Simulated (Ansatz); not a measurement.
Computed with Ansatz, DFT PBE, scalar-relativistic, plane waves, PAW. All cells share a 420 eV cutoff and Γ-centred k meshes spaced at most about 0.3 Å⁻¹ (about 0.25 or finer for metals, 2π included). No spin polarisation.

These are static total energies at zero pressure.

Question: Which of these relaxed structures of Nb3C is the lowest in energy?
1.

```
CELL_PARAMETERS angstrom
3.87694 0.00000 0.00000
0.00000 3.87694 0.00000
0.00000 0.00000 3.87694
ATOMIC_POSITIONS crystal
Nb 0.00000 0.50000 0.50000
Nb 0.50000 0.00000 0.50000
Nb 0.50000 0.50000 0.00000
C 0.00000 0.00000 0.00000
```

2.

```
CELL_PARAMETERS angstrom
6.55275 0.00000 0.00000
-3.27638 5.67485 0.00000
0.00000 0.00000 3.26847
ATOMIC_POSITIONS crystal
Nb 0.30893 0.38864 0.25000
Nb 0.92029 0.30893 0.75000
Nb 0.61136 0.92029 0.25000
Nb 0.69107 0.61136 0.75000
Nb 0.07970 0.69107 0.25000
Nb 0.38864 0.07970 0.75000
C 0.66667 0.33333 0.25000
C 0.33333 0.66667 0.75000
```

Answer: 2. The other, cell 1, lies 0.69 eV/atom higher. Forms: cell 2 P6_3/m; cell 1 Cu3Au (L1_2) type, Pm-3m. Counting Nb atoms around C (those within 1.25 times the shortest such distance or 1.15 times the sum of covalent radii): cell 2 has C 9; cell 1 has C 12. Both come from invented guesses.

Cells relaxed within their symmetry can be saddle points. Some candidate types were left out of the draw beforehand, so a known form may be missing.
